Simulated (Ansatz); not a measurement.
# Ge: the cost of one run

Program: Ansatz 0.2.0. Level of theory: DFT PBEsol, scalar-relativistic, plane waves, PAW. These are calculated values, not measurements.

2 further runs of the same task are left out: 2 set aside as unsound or not needed. Runs told in other sessions of the task aren't counted.

### Step 1. The structure to begin with

It takes space group P6_3/mmc (No. 194, hexagonal). The conventional cell has a = 3.997 Å, b = 3.997 Å, c = 6.596 Å, α = 90.00°, β = 90.00°, γ = 120.00°. Around Ge (site symmetry 3m) lie 4 Ge at 2.45 to 2.47 Å.

Coordinates:

```
Ge
1.0
     3.99697    0.00000    0.00000
    -1.99848    3.46148    0.00000
     0.00000    0.00000    6.59637
Ge
4
Direct
  0.66667 0.33333 0.06291
  0.33333 0.66667 0.56291
  0.66667 0.33333 0.43709
  0.33333 0.66667 0.93709
```

It goes back to an entry of the Materials Project, which need not be the stable form.

This cell was relaxed beforehand with the same method: volume 22.82 Å³/atom, gap on the mesh none (metal).

### Step 2. The reference cell

The reference gives a free energy of -17013.9238 eV, pressure -0.01 GPa, largest force 0.004 eV/Å and gap on the mesh none (metal). It was computed beforehand with the settings of the runs below.

### Step 3. Setting up a one-atom displacement scan

Atom 1 (Ge) is moved by x along the Cartesian unit vector (0.707, 0.707, 0.000); the cell and all other atoms stay fixed. Forces below are components along that vector, summed over the moved atoms. In a periodic cell its images move with it.

### Step 4. At x = -0.450 Å

Contents of input.yaml:

```yaml
crystal:
  lattice:
    - [3.9969678618, 0.0, 0.0]
    - [-1.9984839309, 3.4614757064, 0.0]
    - [0.0, 0.0, 6.5963651449]
  atoms:
    - { symbol: Ge, position: [0.5410940327, 0.2414077852, 0.0629118567] }
    - { symbol: Ge, position: [0.3333333333, 0.6666666667, 0.5629118567] }
    - { symbol: Ge, position: [0.6666666667, 0.3333333333, 0.4370881433] }
    - { symbol: Ge, position: [0.3333333333, 0.6666666667, 0.9370881433] }
basis:
  ecutwfc: 420
kpoints:
  mp_grid: { grid: [12, 12, 8] }
hamiltonian:
  xc: pbesol
scf:
  occupations: { method: gaussian, width: 0.15 }
output:
  forces: true
  stress: true
  eigenvalues: true
  write_density: true
  write_potential: true
  elf: true
  volumetric_format: npy
```

Started as:

```console
> ansatz run input.yaml --threads 1 --pin off --max-ram 2560MiB --backend cpu --events-out ev --progress --plain --runs-dir out
```

Q: Estimate wall time and peak memory on 1 thread of Intel Xeon Platinum 8488C (Sapphire Rapids), shared host.

About 1.9 min, with a peak of 1.4 GiB.
